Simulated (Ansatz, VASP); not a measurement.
# Se: VASP beside Ansatz

```xyz
4
Lattice="4.5924 0.0000 0.0000 -2.2962 3.9771 0.0000 0.0000 0.0000 5.2745" Properties=species:S:1:pos:R:3 pbc="T T T"
Se    0.0000    0.0000    1.3186
Se    0.0000    0.0000    3.9559
Se    0.0000    2.6514    3.9559
Se    2.2962    1.3257    1.3186
```

Alike in both runs: functional PBEsol; k mesh 6 × 6 × 4; occupations gaussian, width 0.1 eV; no spin polarisation.

Ansatz relaxed the structure, and its values are those at the end. VASP's run is a single point on that final structure, the one shown.

|  | VASP | Ansatz |
| --- | --- | --- |
| version | VASP 6.6.1 | Ansatz 0.2.0 |
| potentials or method | VASP PAW PBE potentials, release 64 (Se) | scalar-relativistic, plane waves, PAW |
| plane-wave cutoff (eV) | 520 | 420 |
| valence electrons in the cell | 24 | 64 |

```csv
,VASP,Ansatz,Ansatz less VASP
gap on the k mesh at the Fermi level (eV),none,none,-
pressure (GPa),0.1,0.0,-0.09
```

A gap of «none» marks a metal or a gap that the smearing closes. With one functional, cell and mesh, what is left measures potentials, basis and numerics. The two sets of potentials don't hold the same shells in valence.

Caveats: the PAW data sets were made with another functional, which shifts forces and pressure a little (VASP).
